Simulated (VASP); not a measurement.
A run of VASP 6.6.1 is set up as follows.

File INCAR:

```
SYSTEM = Sc
PREC     = Accurate       ! precision mode
ENCUT    = 520            ! plane-wave cutoff, eV
EDIFF    = 1E-6           ! SCF threshold, eV
ISMEAR   = 0              ! smearing method
SIGMA    = 0.1            ! smearing width, eV
LREAL    = .False.        ! projectors in reciprocal space
LASPH    = .True.         ! aspherical terms in the spheres
NELM     = 120            ! most SCF steps
ALGO     = Normal         ! electronic algorithm
ISIF     = 3              ! what is computed and relaxed
LWAVE    = .False.        ! write WAVECAR
LCHARG   = .False.        ! write CHGCAR
GGA      = PE             ! functional
IBRION   = 2              ! ionic algorithm
NSW      = 90             ! ionic steps
EDIFFG   = -0.01          ! ionic threshold
```

File KPOINTS:

```
regular mesh
0
Gamma
  15 15 8
  0 0 0
```

File POSCAR:

```
Sc
1.0
    3.3090000000      0.0000000000      0.0000000000
   -1.6545000000      2.8656780600      0.0000000000
    0.0000000000      0.0000000000      5.2733000000
Sc
2
Direct
    0.3333333300      0.6666666700      0.2500000000
    0.6666666700      0.3333333300      0.7500000000
```

Potentials or basis: VASP PAW PBE potentials, release 64 (Sc_sv).

Command:

```sh
$ cat potpaw_PBE.64/Sc_sv/POTCAR > POTCAR
$ mpirun -np 1 vasp_std > vasp.out
```

Question: Predict the relaxed cell.

Answer: a = 3.320 Å, b = 3.320 Å, c = 5.165 Å, α = 90.00°, β = 90.00°, γ = 120.00°.

Question: Estimate the space group after relaxing (to 0.05 Å).

Answer: P6_3/mmc (No. 194).

Question: Estimate the band gap on the k mesh.

Answer: None (metal or under the smearing width).

Question: Predict the relaxed volume.

Answer: 24.65 Å³/atom.

The path:
| step | energy change (eV) | largest force (eV/Å) | pressure (GPa) | volume (Å³) |
| --- | --- | --- | --- | --- |
| 1 | 0.0000 | 0.0000 | -0.71 | 50.00 |
| 2 | -0.0049 | 0.0000 | 0.13 | 49.21 |
| 3 | -0.0051 | 0.0000 | 0.33 | 49.02 |
| 4 | -0.0059 | 0.0000 | 0.05 | 49.27 |
| 5 | -0.0059 | 0.0000 | 0.01 | 49.30 |
